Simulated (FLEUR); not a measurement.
# Pd (Fm-3m) in FLEUR: further runs, part 3 of 3

FLEUR MaX-R8.1 (patched build s14). The steps go on from the part before.

### 6 Equation of state, LDA (Moruzzi-Janak-Williams), 14.16 Å³/atom (volume scaled by 0.96)

The input, inp.xml:

```xml
<?xml version="1.0" encoding="UTF-8" standalone="no"?>
<fleurInput fleurInputVersion="0.39">
   <comment>
      Pd                                                                                                  
   </comment>
   <calculationSetup>
      <cutoffs Kmax="3.8" Gmax="11.8" GmaxXC="11.8" numbands="0"/>
      <scfLoop itmax="60" minDistance="0.00001" maxIterBroyd="15" imix="Anderson" alpha="0.05" precondParam="0.0" spinf="2.0"/>
      <coreElectrons ctail="T" frcor="F" kcrel="0" coretail_lmax="0"/>
      <xcFunctional name="mjw" relativisticCorrections="F"/>
      <magnetism jspins="1"/>
      <soc l_soc="F" theta="0.0" phi="0.0" spav="F"/>
      <expertModes spex="0" secvar="F"/>
      <geometryOptimization l_f="F" forcealpha="1.0" forcemix="BFGS" epsdisp="0.00001" epsforce="0.00001"/>
      <ldaU l_linMix="F" mixParam="0.05" spinf="1.0"/>
   </calculationSetup>
   <cell>
      <bzIntegration valenceElectrons="18.0" mode="hist" fermiSmearingEnergy="0.00183747">
         <kPointListSelection listName="default-1"/>
         <!-- k-points included here -->
         <xi:include xmlns:xi="http://www.w3.org/2001/XInclude" href="kpts.xml"> </xi:include>
      </bzIntegration>
      <!-- symmetry operations included here -->
      <xi:include xmlns:xi="http://www.w3.org/2001/XInclude" href="sym.xml"> </xi:include>
      <bulkLattice scale="0.9864848297">
         <bravaisMatrix>
            <row-1>    0.0000000000000000     3.6783519015338997     3.6783519015338997</row-1>
            <row-2>    3.6783519015338997     0.0000000000000000     3.6783519015338997</row-2>
            <row-3>    3.6783519015338997     3.6783519015338997     0.0000000000000000</row-3>
         </bravaisMatrix>
      </bulkLattice>
   </cell>
   <atomSpecies>
      <species name="Palladium (Pd)" element="Pd" atomicNumber="46">
         <mtSphere radius="2.36" gridPoints="797" logIncrement="0.016"/>
         <atomicCutoffs lmax="10" lnonsphr="8"/>
         <electronConfig flipSpins="F">
            <coreConfig>(1s1/2) (2s1/2) (2p1/2) (2p3/2) (3s1/2) (3p1/2) (3p3/2) (3d3/2) (3d5/2)</coreConfig>
            <valenceConfig>(4s1/2) (4p1/2) (4p3/2) (5s1/2) (4d3/2) (4d5/2)</valenceConfig>
            <stateOccupation state="(5s1/2)" spinUp="0.500000" spinDown="0.500000"/>
            <stateOccupation state="(4d3/2)" spinUp="1.800000" spinDown="1.800000"/>
            <stateOccupation state="(4d5/2)" spinUp="2.700000" spinDown="2.700000"/>
         </electronConfig>
         <energyParameters s="5" p="5" d="4" f="4"/>
         <lo type="SCLO" l="0" n="4" eDeriv="0"/>
         <lo type="SCLO" l="1" n="4" eDeriv="0"/>
         <lo type="SCLO" l="1" n="4" eDeriv="1"/>
         <lo type="SCLO" l="2" n="4" eDeriv="2"/>
         <lo type="SCLO" l="3" n="4" eDeriv="2"/>
      </species>
   </atomSpecies>
   <atomGroups>
      <atomGroup species="Palladium (Pd)">
         <relPos label="                   1">.0000000000 .0000000000 .0000000000</relPos>
         <force calculate="T" relaxXYZ="TTT"/>
      </atomGroup>
   </atomGroups>
   <output dos="F" band="F" slice="F">
      <checks vchk="F" cdinf="F"/>
      <bandDOS minEnergy="-.5*Htr" maxEnergy="0.5*Htr" sigma="0.015" storeEVData="T"/>
      <vacuumDOS vacdos="F" integ="F" star="F" nstars="0" locx1="0.0" locy1="0.0" locx2="0.0" locy2="0.0" nstm="0" tworkf="0.0"/>
      <unfoldingBand unfoldBand="F" supercellX="1" supercellY="1" supercellZ="1"/>
      <plotting iplot="0" polar="F">
         <plot TwoD="T" vec1="  1.0  0.0  0.0" vec2="  0.0  1.0  0.0" vec3="  0.0  0.0  1.0" zero="  0.0  0.0  0.0" file="plot"/>
      </plotting>
      <chargeDensitySlicing numkpt="0" minEigenval="0.0" maxEigenval="0.0" nnne="0" pallst="F"/>
      <specialOutput eonly="F"/>
      <magneticCircularDichroism mcd="F" energyLo="-10.0" energyUp="0.0"/>
   </output>
  <!-- We include the file relax.xml here to enable relaxations (see documentation) -->
  <xi:include xmlns:xi="http://www.w3.org/2001/XInclude" href="relax.xml"> <xi:fallback/> </xi:include>
</fleurInput>
```

Potentials or basis: all-electron, FLAPW.

On the command line:

```console
$ inpgen -f crystal.txt -profile fastHighL
$ # inp.xml edited to the form shown
$ fleur
```

It took 5.1 s on 1 thread of Intel Xeon Platinum 8488C (Sapphire Rapids), shared host; peak memory 0.09 GiB.

Results (log left out):

```yaml
Free_energy: -137205.0796 eV
Band_gap_on_the_k_mesh: none (metal or under the smearing width)
Valence_electrons_inside_the_program's_atomic_spheres: Pd 16.50 (radii Pd 2.36 bohr)
```

Caveat: the plane-wave cutoff is short for the semicore states, which can make moduli rough.

### 7 Equation of state, LDA (Moruzzi-Janak-Williams), 14.75 Å³/atom

Edit inp.xml of step 6 so:

```diff
@@ -24,3 +24,3 @@
       <xi:include xmlns:xi="http://www.w3.org/2001/XInclude" href="sym.xml"> </xi:include>
-      <bulkLattice scale="0.9864848297">
+      <bulkLattice scale="1.0000000000">
          <bravaisMatrix>
```

On the command line:

```console
$ inpgen -f crystal.txt -profile fastHighL
$ # inp.xml edited to the form shown
$ fleur
```

It took 5.6 s on 1 thread of Intel Xeon Platinum 8488C (Sapphire Rapids), shared host; peak memory 0.09 GiB.

The run converged. Its results:

| Quantity | Value |
| --- | --- |
| Free energy | -137205.0619 eV |
| Band gap on the k mesh | none (metal or under the smearing width) |
| Valence electrons inside the program's atomic spheres | Pd 16.44 (radii Pd 2.36 bohr) |

Caveat: the plane-wave cutoff is short for the semicore states, which can make moduli rough.

### 8 Equation of state, LDA (Moruzzi-Janak-Williams), 15.34 Å³/atom (volume scaled by 1.04)

Edit inp.xml of step 7 so:

```diff
@@ -24,3 +24,3 @@
       <xi:include xmlns:xi="http://www.w3.org/2001/XInclude" href="sym.xml"> </xi:include>
-      <bulkLattice scale="1.0000000000">
+      <bulkLattice scale="1.0131594038">
          <bravaisMatrix>
```

On the command line:

```console
$ inpgen -f crystal.txt -profile fastHighL
$ # inp.xml edited to the form shown
$ fleur
```

It took 5.5 s on 1 thread of Intel Xeon Platinum 8488C (Sapphire Rapids), shared host; peak memory 0.09 GiB.

Results (log left out):

```
Free energy                                           : -137205.0184 eV
Band gap on the k mesh                                : none (metal or under the smearing width)
Valence electrons inside the program's atomic spheres : Pd 16.40 (radii Pd 2.36 bohr)
```

Caveat: the plane-wave cutoff is short for the semicore states, which can make moduli rough.

### 9 Equation of state, LDA (Moruzzi-Janak-Williams), 15.64 Å³/atom (volume scaled by 1.06)

Edit inp.xml of step 8 so:

```diff
@@ -24,3 +24,3 @@
       <xi:include xmlns:xi="http://www.w3.org/2001/XInclude" href="sym.xml"> </xi:include>
-      <bulkLattice scale="1.0131594038">
+      <bulkLattice scale="1.0196128224">
          <bravaisMatrix>
```

Potentials or basis: all-electron, FLAPW.

On the command line:

```console
$ inpgen -f crystal.txt -profile fastHighL
$ # inp.xml edited to the form shown
$ fleur
```

Run time: 5.4 s. Hardware: 1 thread of Intel Xeon Platinum 8488C (Sapphire Rapids), shared host; peak memory 0.09 GiB.

It converged, with:

```yaml
Free_energy: -137204.9887 eV
Band_gap_on_the_k_mesh: none (metal or under the smearing width)
Valence_electrons_inside_the_program's_atomic_spheres: Pd 16.38 (radii Pd 2.36 bohr)
```

Caveat: the plane-wave cutoff is short for the semicore states, which can make moduli rough.

### 10 Equation of state, LDA (Moruzzi-Janak-Williams)

This step only gathers the single runs of the series.

Results:

- Equilibrium volume: 14.15 Å³/atom
- Bulk modulus: 244 GPa

Energy against volume, from the lowest point:
| volume (Å³/atom) | energy (meV/atom) |
| --- | --- |
| 13.865 | 4.93 |
| 14.160 | 0.00 |
| 14.750 | 17.71 |
| 15.340 | 61.17 |
| 15.635 | 90.88 |

Caveat: the plane-wave cutoff is short for the semicore states, which can make moduli rough.
